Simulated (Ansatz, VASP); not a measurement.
Al: VASP beside Ansatz

```xyz
2
Lattice="2.7550 0.0000 0.0000 -1.3775 2.3859 0.0000 0.0000 0.0000 4.7675" Properties=species:S:1:pos:R:3 pbc="T T T"
Al    0.0000    1.5906    1.1919
Al    1.3775    0.7953    3.5756
```

This isn't the form of Al at room conditions, which is fcc.

Alike in both runs: task single point; functional LDA; k mesh 11 × 11 × 6; occupations fermi-dirac, width 0.05 eV; no spin polarisation.

|  | VASP | Ansatz |
| --- | --- | --- |
| version | VASP 6.6.1 | Ansatz 0.2.0 |
| potentials or method | VASP PAW LDA potentials, release 64 (Al) | Ansatz PAW |
| plane-wave cutoff (eV) | 520 | 420 |
| valence electrons in the cell | 6 | 6 |

|  | VASP | Ansatz | Ansatz less VASP |
| --- | --- | --- | --- |
| gap on the k mesh at the Fermi level (eV) | none | none | - |
| pressure (GPa) | 1.9 | 1.8 | -0.09 |
| largest component of the traceless stress (GPa) | 3.82 | 3.78 | -0.035 |

A gap of «none» marks a metal or a gap that the smearing closes.

Caveats: the PAW data sets come from PBE, with cores solved anew for the run's functional, which leaves a small shift of forces and pressure (Ansatz).
